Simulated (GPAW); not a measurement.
TiAl3:

```
CELL_PARAMETERS angstrom
2.83968 0.00000 0.00000
0.00000 4.68126 0.00000
0.00000 0.00000 4.90074
ATOMIC_POSITIONS crystal
Ti 0.00000 0.50000 0.16592
Al 0.00000 0.00000 0.83590
Al 0.50000 0.00000 0.33091
Al 0.50000 0.50000 0.66727
```

The cell comes from a database or a generator and needn't be the stable form of this composition.

Base run:

```yaml
Program: GPAW 26.7.0
Functional: PBEsol
Potentials_or_basis: PAW data sets generated in the run's folder for this functional
Cutoff: 600 eV
Basis: pw
k_mesh: 8 × 5 × 5
Occupations: fermi-dirac, width 0.05 eV
Spin: no spin polarisation
```

Its results: pressure -2.3 GPa; largest force 0.032 eV/Å.

The run is repeated on the same cell with these changes: functional from PBEsol to LDA; potentials or basis from PAW data sets generated in the run's folder for this functional to the program's PAW data sets (release 1.2.1) made for this functional. What comes out?

Pressure -5.0 GPa; largest force 0.076 eV/Å.

Not every run made on this cell is shown here.
